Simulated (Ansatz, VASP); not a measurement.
**Ir in VASP and in Ansatz**

Contents of INCAR:

```
SYSTEM = Ir
PREC = Accurate
ENCUT = 520
EDIFF = 1E-6
ISMEAR = -1
SIGMA = 0.1
LREAL = .False.
LASPH = .True.
NELM = 80
ALGO = Normal
ISIF = 2
LWAVE = .False.
LCHARG = .False.
GGA = RP
NBANDS = 10
```

File KPOINTS:

```
Automatic mesh
0
Gamma
  16 16 16
  0 0 0
```

File POSCAR:

```
Ir
1.0
   -1.5415035469      1.5415035469      1.5415035469
    1.5415035469     -1.5415035469      1.5415035469
    1.5415035469      1.5415035469     -1.5415035469
Ir
1
Direct
    0.0000000000      0.0000000000      0.0000000000
```

Input for Ansatz:

```yaml
crystal:
  lattice:
    - [-1.5415035469, 1.5415035469, 1.5415035469]
    - [1.5415035469, -1.5415035469, 1.5415035469]
    - [1.5415035469, 1.5415035469, -1.5415035469]
  atoms:
    - { symbol: Ir, position: [0.0, 0.0, 0.0] }
hamiltonian:
  xc: rpbe
  pseudopotentials:
    kind: paw
    azcp:
      Ir: "pseudopotentials/Ir.paw.azcp"
basis:
  ecutwfc: 420
  fft_grid_basis: typed
kpoints:
  mp_grid: { grid: [16, 16, 16], shift: [0, 0, 0] }
magnetization:
  spin_polarized: false
scf:
  occupations: { method: fermi_dirac, width: 0.1 }
  lower_state_search: "off"
output:
  stress: true
```

Alike in both runs: task single point; functional RPBE; k mesh 16 × 16 × 16; occupations fermi-dirac, width 0.1 eV; no spin polarisation.

|  | VASP | Ansatz |
| --- | --- | --- |
| version | VASP 6.6.1 | Ansatz 0.2.0 |
| potentials or method | VASP PAW PBE potentials, release 64 (Ir) | plane waves (420 eV) with PAW, scalar-relativistic |
| plane-wave cutoff (eV) | 520 | 420 |
| valence electrons in the cell | 9 | 17 |

|  | VASP | Ansatz | Ansatz less VASP |
| --- | --- | --- | --- |
| pressure (GPa) | 13.7 | 13.3 | -0.44 |

The functional is the same, so the differences come from potentials, cutoffs and numerics. The two sets of potentials don't hold the same shells in valence.

Caveats: the PAW data sets were made with another functional, which shifts forces and pressure a little (VASP). Spin-orbit coupling is left out, which matters for the levels of Ir.
